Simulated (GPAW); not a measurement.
# TaN (Fm-3m) in GPAW: equation of state with r2SCAN

Aim: the equation of state of TaN with r2SCAN.

All numbers are computed with GPAW 26.7.0; they aren't measurements. Logs are shortened: lines on timing, memory, paths and dates and some standing lists are left out, and cuts for length are marked. The log counts tension as positive stress, the text compression.

## (1) The crystal as given

The structure is cubic, space group Fm-3m (No. 225). Conventional cell: a = 4.423 Å, b = 4.423 Å, c = 4.423 Å, α = 90.00°, β = 90.00°, γ = 90.00°. Around Ta (site symmetry m-3m) lie 6 N at 2.21 Å. N (site symmetry m-3m) has 6 Ta at 2.21 Å as nearest neighbours.

The cell comes from a database or a generator and needn't be the stable form of this composition.

## (2) Equation of state, r2SCAN

The input, run.py:

```python
from ase import Atoms
from ase.eos import EquationOfState
from ase.io import Trajectory
from ase.units import GPa
from gpaw import GPAW, PW

atoms = Atoms(['Ta', 'N'],
              cell=[[0.0, 2.211323, 2.211323],
                    [2.211323, 0.0, 2.211323],
                    [2.211323, 2.211323, 0.0]],
              scaled_positions=[[0.5, 0.5, 0.5],
                                [0.0, 0.0, 0.0]],
              pbc=True)

traj = Trajectory('eos.traj', 'w')
volumes, energies = [], []
for x in [0.94, 0.96, 0.98, 1.0, 1.02, 1.04, 1.06]:
    a = atoms.copy()
    a.set_cell(atoms.cell * x**(1 / 3), scale_atoms=True)
    calc = GPAW(mode=PW(800),
                xc='MGGA_X_R2SCAN+MGGA_C_R2SCAN',
                kpts={'size': (10, 10, 10), 'gamma': True},
                occupations={'name': 'fermi-dirac', 'width': 0.05},
                nbands=19,
                convergence={'density': 1e-05, 'energy': 1e-05},
                maxiter=150,
                txt=f'eos-{x:.2f}.txt')
    a.calc = calc
    energies.append(a.get_potential_energy(force_consistent=True))
    volumes.append(a.get_volume())
    p = -a.get_stress()[:3].mean() / GPa
    calc.write(f'eos-{x:.2f}.gpw')
    traj.write(a)
    print(f'{x:.2f} {volumes[-1]:10.4f} A^3 {energies[-1]:14.6f} eV {p:9.3f} GPa', flush=True)

v0, e0, B = EquationOfState(volumes, energies, eos='birchmurnaghan').fit()
print(f'V0 = {v0:.4f} A^3, E0 = {e0:.6f} eV, B0 = {B / GPa:.2f} GPa')
```

Potentials or basis: GPAW PAW data sets (gpaw-data 1.2.1), pw.

Run with:

```console
OMP_NUM_THREADS=1 python run.py
```

The log of the run:

```text
__  _  _
 | _ |_)|_||  |
 |__||  | ||/\| - 26.7.0

Input parameters:
  mode=PW(ecut=800.0),
  convergence={'density': 1e-05, 'energy': 1e-05},
  kpts=MonkhorstPack(size=(10, 10, 10), gamma=True),
  maxiter=150,
  nbands=19,
  occupations=Occupations(name='fermi-dirac', width=0.05),
  xc=XC(name='MGGA_X_R2SCAN+MGGA_C_R2SCAN')

Diagonalizing LCAO Hamiltonian
Converting LCAO to pw mode

              Ta

       N

Atoms  # Å, Bohr magnetons
|   | symbol |        x |        y |        z |    initial magnetic moments |
|---|--------|----------|----------|----------|-----------------------------|
| 0 |     Ta | 2.166181 | 2.166181 | 2.166181 | ( 0.0000,  0.0000,  0.0000) |
| 1 |      N | 0.000000 | 0.000000 | 0.000000 | ( 0.0000,  0.0000,  0.0000) |

Unit cell  # Å
| periodic |        x |        y |        z |  lengths |    angles |
|----------|----------|----------|----------|----------|-----------|
|      yes | 0.000000 | 2.166181 | 2.166181 | 3.063443 | 60.000000 |
|      yes | 2.166181 | 0.000000 | 2.166181 | 3.063443 | 60.000000 |
|      yes | 2.166181 | 2.166181 | 0.000000 | 3.063443 | 60.000000 |

Number of symmetries: 48
Symmetry operations  # r_c * U_cc + t_c -> r_c
|    | kind |            matrix            |
|----|------|------------------------------|
|  0 |  σ   |  1, 0, 0,  1, 0,-1,  1,-1, 0 |
|  1 |  C2  |  1, 0, 0,  1,-1, 0,  1, 0,-1 |
|  2 |  E   |  1, 0, 0,  0, 1, 0,  0, 0, 1 |
|  3 |  σ   |  1, 0, 0,  0, 0, 1,  0, 1, 0 |
|  4 |  C4  |  1, 0,-1,  1, 0, 0,  1,-1, 0 |
|  5 |  S6  |  1, 0,-1,  1,-1, 0,  1, 0, 0 |
|  6 |  σ   |  1, 0,-1,  0, 1,-1,  0, 0,-1 |
|  7 |  C3  |  1, 0,-1,  0, 0,-1,  0, 1,-1 |
|  8 |  S6  |  1,-1, 0,  1, 0, 0,  1, 0,-1 |
|  9 |  C4  |  1,-1, 0,  1, 0,-1,  1, 0, 0 |
| 10 |  C3  |  1,-1, 0,  0,-1, 1,  0,-1, 0 |
| 11 |  σ   |  1,-1, 0,  0,-1, 0,  0,-1, 1 |
| 12 |  σ   |  0, 1, 0,  1, 0, 0,  0, 0, 1 |
| 13 |  C4  |  0, 1, 0,  0, 1,-1, -1, 1, 0 |
| 14 |  C3  |  0, 1, 0,  0, 0, 1,  1, 0, 0 |
| 15 |  S6  |  0, 1, 0, -1, 1, 0,  0, 1,-1 |
| 16 |  C2  |  0, 1,-1,  1, 0,-1,  0, 0,-1 |
| 17 |  σ   |  0, 1,-1,  0, 1, 0, -1, 1, 0 |
| 18 |  S4  |  0, 1,-1,  0, 0,-1,  1, 0,-1 |
| 19 |  C4  |  0, 1,-1, -1, 1, 0,  0, 1, 0 |
| 20 |  C3  |  0, 0, 1,  1, 0, 0,  0, 1, 0 |
| 21 |  σ   |  0, 0, 1,  0, 1, 0,  1, 0, 0 |
| 22 |  S6  |  0, 0, 1,  0,-1, 1, -1, 0, 1 |
| 23 |  C4  |  0, 0, 1, -1, 0, 1,  0,-1, 1 |
| 24 |  S4  |  0, 0,-1,  1, 0,-1,  0, 1,-1 |
| 25 |  C3  |  0, 0,-1,  0, 1,-1,  1, 0,-1 |
| 26 |  C2  |  0, 0,-1,  0,-1, 0, -1, 0, 0 |
| 27 |  S6  |  0, 0,-1, -1, 0, 0,  0,-1, 0 |
| 28 |  S4  |  0,-1, 1,  1,-1, 0,  0,-1, 0 |
| 29 |  C4  |  0,-1, 1,  0, 0, 1, -1, 0, 1 |
| 30 |  C2  |  0,-1, 1,  0,-1, 0,  1,-1, 0 |
| 31 |  σ   |  0,-1, 1, -1, 0, 1,  0, 0, 1 |
| 32 |  C3  |  0,-1, 0,  1,-1, 0,  0,-1, 1 |
| 33 |  S6  |  0,-1, 0,  0, 0,-1, -1, 0, 0 |
| 34 |  S4  |  0,-1, 0,  0,-1, 1,  1,-1, 0 |
| 35 |  C2  |  0,-1, 0, -1, 0, 0,  0, 0,-1 |
| 36 |  C2  | -1, 1, 0,  0, 1, 0,  0, 1,-1 |
| 37 |  S6  | -1, 1, 0,  0, 1,-1,  0, 1, 0 |
| 38 |  S4  | -1, 1, 0, -1, 0, 1, -1, 0, 0 |
| 39 |  C3  | -1, 1, 0, -1, 0, 0, -1, 0, 1 |
| 40 |  S6  | -1, 0, 1,  0, 0, 1,  0,-1, 1 |
| 41 |  C2  | -1, 0, 1,  0,-1, 1,  0, 0, 1 |
| 42 |  C3  | -1, 0, 1, -1, 1, 0, -1, 0, 0 |
| 43 |  S4  | -1, 0, 1, -1, 0, 0, -1, 1, 0 |
| 44 |  C2  | -1, 0, 0,  0, 0,-1,  0,-1, 0 |
| 45 |  i   | -1, 0, 0,  0,-1, 0,  0, 0,-1 |
| 46 |  σ   | -1, 0, 0, -1, 1, 0, -1, 0, 1 |
| 47 |  C2  | -1, 0, 0, -1, 0, 1, -1, 1, 0 |

BZ-sampling:
  Number of BZ points: 1000
  Number of IBZ points: 47

  Monkhorst-Pack size: [10, 10, 10]
  Monkhorst-Pack shift: [0.05, 0.05, 0.05]

K-points  # in reciprocal-cell coordinates
|     |                                coordinates |     weight |
|-----|--------------------------------------------|------------|
|   0 | (  0.00000000,   0.00000000,   0.00000000) | 0.00100000 |
|   1 | (  0.10000000,   0.10000000,   0.00000000) | 0.00600000 |
|   2 | (  0.10000000,   0.10000000,   0.10000000) | 0.00800000 |
|   3 | (  0.20000000,   0.10000000,   0.10000000) | 0.01200000 |
|   4 | (  0.20000000,   0.20000000,   0.00000000) | 0.00600000 |
|   5 | (  0.20000000,   0.20000000,   0.10000000) | 0.02400000 |
|   6 | (  0.20000000,   0.20000000,   0.20000000) | 0.00800000 |
|   7 | (  0.30000000,   0.20000000,   0.10000000) | 0.02400000 |
|   8 | (  0.30000000,   0.20000000,   0.20000000) | 0.02400000 |
|   9 | (  0.30000000,   0.30000000,   0.00000000) | 0.00600000 |
| ... |                                            |            |
|  46 | (  0.50000000,   0.50000000,   0.50000000) | 0.00400000 |

Plane wave coefficients: 1056
Cutoff: 800.0 eV

Spin-components: 1 (collinear spins)
Bands:           19
Projectors:      11
Spin-degeneracy: 2
Datatype:        complex128

Parallelization:
  kpt:    1
  domain: 1
  band:   1

Density:
  Valence electrons: 18.0
  Components: 1
  Grid points: [20 20 20]
  Charge: 0.0  # |e|

Potential:
  Grid points: [20 20 20]

species:
  Ta:
    name:    Tantalum
    Z:       73.0
    valence: 13
    core:    60
    charge:  0.0  # [|e|]
    compensation charges:
      type: gauss
      rc: 0.42  # [Å]
      lmax: 2
    cutoffs:
      filter: 2.36  # [Å]
      core: 3.45  # [Å]
    projectors
    | kind |    occ | energy [eV] | rcut [Å] |
    |------|--------|-------------|----------|
    |   5s |  2.000 |     -72.790 |    1.365 |
    |   6s |  2.000 |      -5.429 |    1.365 |
    |   5p |  6.000 |     -39.427 |    1.349 |
    |   6p |  0.000 |      -1.396 |    1.349 |
    |   5d |  3.000 |      -3.603 |    1.307 |
    |    d |        |      23.609 |    1.307 |

    Using partial waves for Ta as LCAO basis

  N:
    name:    Nitrogen
    Z:       7.0
    valence: 5
    core:    2
    charge:  0.0  # [|e|]
    compensation charges:
      type: gauss
      rc: 0.18  # [Å]
      lmax: 2
    cutoffs:
      filter: 1.11  # [Å]
      core: 0.96  # [Å]
    projectors
    | kind |    occ | energy [eV] | rcut [Å] |
    |------|--------|-------------|----------|
    |   2s |  2.000 |     -18.583 |    0.603 |
    |   2p |  3.000 |      -7.089 |    0.529 |
    |    s |        |       8.629 |    0.603 |
    |    p |        |      20.123 |    0.529 |
    |    d |        |       0.000 |    0.577 |

    Using partial waves for N as LCAO basis

Reference energy: -425654.162905  # eV

eigensolver:
  PPCG
  Converge bands: occupied
  niter=2

density mixing:
  MSR1-Mixer
  Pratt-step length: 0.05
  Maximum mixing coefficient: 0.75
  Old densities: 10
  SVD Regularization: 0.005
  Good broyden scale: 1.0
  Trust region scale: 1.0
  Backstep threshold: 4.0
  History deletion threshold: 6.0
  Fourier metric: weight=20.0, sigma=0.015

occupation numbers:
  Fermi-Dirac:
    width: 0.0500  # eV

poisson solver:
  ecut: 6400.0  # eV

xc functional:
  name: MGGA_X_R2SCAN+MGGA_C_R2SCAN with 2 nearest neighbor stencil

convergence criteria:
[... 6 lines left out ...]
|iter     | |      energy | eigst |  dens |
|---------|-|-------------|-------|-------|
|iter:   1| |  -39.721588 | +0.31 |       |
|iter:   2| |  -35.188958 | -1.57 | -0.96 |
|iter:   3| |  -34.154510 | -1.38 | -1.02 |
|iter:   4| |  -34.221261 | -2.58 | -1.68 |
|iter:   5| |  -34.240148 | -3.01 | -1.90 |
|iter:   6| |  -34.240702 | -4.36 | -2.58 |
|iter:   7| |  -34.240728 | -5.88 | -3.36 |
|iter:   8| |  -34.240730c| -6.58 | -3.90 |
|iter:   9| |  -34.240729c| -8.18c| -4.60 |
|iter:  10| |  -34.240729c| -7.81c| -5.28c|

Converged in 10 steps
Energy contributions relative to reference atoms: (reference = -425654.162905)

Energy contributions:
  Kinetic:          34.684158
  Coulomb:         -32.695944
  Zero:             -0.106491
  External:          0.000000
  Xc:              -36.119800
  Entropy:          -0.005303
  Spinorbit:         0.000000
  ----------------------------
  Free energy:     -34.243380
  Extrapolated:    -34.240729

dipole moment: (-10.749340, -10.749340, -10.749340)  # |e|*Ang

Fermi level: 16.428
Eigenvalues  # (at kpt = [0.000, 0.000, 0.000])
| band index |      eig [eV] | occ [0-2] |
|------------|---------------|-----------|
|          0 |       -54.966 |     2.000 |
|        ... |               |           |
|          3 |       -20.701 |     2.000 |
|          4 |        -3.912 |     2.000 |
|          5 |        12.119 |     2.000 |
|          6 |        12.120 |     2.000 |
|          7 |        12.120 |     2.000 |
|          8 |        14.127 |     2.000 |
[... 8 lines left out ...]
|         17 |        41.896 |     0.000 |
|         18 |        45.245 |     0.000 |

No gap
No difference between direct/indirect transitions

Stress tensor  # eV/Ang^3
|         x |         y |         z |
|-----------|-----------|-----------|
| -0.106496 |  0.000000 |  0.000000 |
|  0.000000 | -0.106496 |  0.000000 |
|  0.000000 |  0.000000 | -0.106496 |

# Writing to eos-0.94.gpw (mode='')
```

stdout:

```text
0.94    20.3289 A^3     -34.243380 eV    17.063 GPa
0.96    20.7615 A^3     -34.279884 eV     8.678 GPa
0.98    21.1940 A^3     -34.294630 eV     1.156 GPa
1.00    21.6265 A^3     -34.290125 eV    -5.601 GPa
1.02    22.0590 A^3     -34.268427 eV   -11.663 GPa
1.04    22.4916 A^3     -34.230916 eV   -17.115 GPa
1.06    22.9241 A^3     -34.179513 eV   -22.005 GPa
V0 = 21.3038 A^3, E0 = -34.295281 eV, B0 = 342.89 GPa
```

eos-0.98.txt:

```text
SCF iterations
|iter     | |      energy | eigst |  dens |
|---------|-|-------------|-------|-------|
|iter:   1| |  -39.773935 | +0.28 |       |
|iter:   2| |  -35.213347 | -1.58 | -0.95 |
|iter:   3| |  -34.206158 | -1.38 | -1.02 |
|iter:   4| |  -34.272459 | -2.56 | -1.66 |
|iter:   5| |  -34.291073 | -2.96 | -1.87 |
[... 33 lines left out ...]
|          7 |        11.516 |     2.000 |
|          8 |        13.515 |     2.000 |
[... 8 lines left out ...]
|         17 |        40.318 |     0.000 |
|         18 |        43.578 |     0.000 |

No gap
No difference between direct/indirect transitions

Stress tensor  # eV/Ang^3
|         x |         y |         z |
|-----------|-----------|-----------|
| -0.007215 |  0.000000 |  0.000000 |
|  0.000000 | -0.007215 | -0.000000 |
|  0.000000 | -0.000000 | -0.007215 |

# Writing to eos-0.98.gpw (mode='')
```

Wall time 5.6 min (1 thread of Intel Xeon Platinum 8488C (Sapphire Rapids), shared host); peak memory 0.87 GiB.

Results:

```
Equilibrium volume : 10.65 Å³/atom (rough: see the caveat)
Bulk modulus       : 343 GPa (rough)
```

Energy against volume, from the lowest point:
| volume (Å³/atom) | energy (meV/atom) |
| --- | --- |
| 10.164 | 25.63 |
| 10.381 | 7.37 |
| 10.597 | 0.00 |
| 10.813 | 2.25 |
| 11.030 | 13.10 |
| 11.246 | 31.86 |
| 11.462 | 57.56 |

Caveat: the points scatter about the fit; the PAW data sets were made with another functional, which shifts forces and pressure a little. Spin-orbit coupling is left out, which matters for the levels of Ta.
